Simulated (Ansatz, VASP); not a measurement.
One calculation of Ta2N, two programs

File INCAR:

```
  PREC = Accurate
  ENCUT = 520
  EDIFF = 1E-6
  ISMEAR = -4
  SIGMA = 0.1
  LREAL = False
  LASPH = True
  NELM = 80
  ALGO = Normal
  ISIF = 2
  LWAVE = False
  LCHARG = False
  GGA = B5
  ALDAX = 1.0
  AGGAX = 1.0
  AGGAC = 1.0
  ALDAC = 0.0
  NBANDS = 20
```

The input KPOINTS:

```
Automatic mesh
0
Gamma
  6 6 4
```

The input POSCAR:

```
Ta2N
1.0
    3.2613124803      0.0000000000      0.0000000000
   -1.6306562401      2.8243794576      0.0000000000
    0.0000000000      0.0000000000      5.1020815413
Ta N
2 1
Direct
    0.6666666667      0.3333333333      0.7452890000
    0.3333333333      0.6666666667      0.2547110000
    0.0000000000      0.0000000000      0.0000000000
```

Input for Ansatz:

```yaml
crystal:
  lattice:
    - [3.2613124803, 0.0, 0.0]
    - [-1.6306562401, 2.8243794576, 0.0]
    - [0.0, 0.0, 5.1020815413]
  atoms:
    - { symbol: Ta, position: [0.6666666667, 0.3333333333, 0.745289] }
    - { symbol: Ta, position: [0.3333333333, 0.6666666667, 0.254711] }
    - { symbol: "N", position: [0.0, 0.0, 0.0] }
basis:
  ecutwfc: 420
kpoints:
  mp_grid: { grid: [6, 6, 4] }
hamiltonian:
  xc: blyp
scf:
  occupations: { method: tetrahedron_uncorrected }
  lower_state_search: standard
output:
  forces: true
  stress: true
  eigenvalues: true
```

Alike in both runs: task single point; functional BLYP; k mesh 6 × 6 × 4; no spin polarisation.

|  | VASP | Ansatz |
| --- | --- | --- |
| version | VASP 6.6.1 | Ansatz 0.2.0 |
| potentials or method | VASP PAW PBE potentials, release 64 (Ta_pv, N) | scalar-relativistic, plane waves, PAW |
| plane-wave cutoff (eV) | 520 | 420 |
| occupations | tetrahedron | tetrahedron-uncorrected |
| valence electrons in the cell | 27 | 31 |

```tsv
	VASP	Ansatz	Ansatz less VASP
gap on the k mesh at the Fermi level (eV)	none	none	-
pressure (GPa)	-20.7	-21.6	-0.92
largest component of the traceless stress (GPa)	1.34	0.87	-0.466
rms of the force components (eV/Å)	0.096	0.098	+0.0022
```

Atom by atom the forces differ by 0.002 eV/Å (rms over components). A gap of «none» marks a metal or a gap that the smearing closes. The two sets of potentials don't hold the same shells in valence. Ansatz warned: «band_table_not_solved_further».

Caveats: the k mesh is coarse (spacing up to 0.37 Å⁻¹), so the values aren't converged; so large a pressure means that the cell lies far from this level's equilibrium, or that cutoff or potentials fall short (VASP); the potentials were made for another functional, which shifts forces and pressure (VASP). The runs have no spin-orbit coupling, so splittings on Ta are missing.
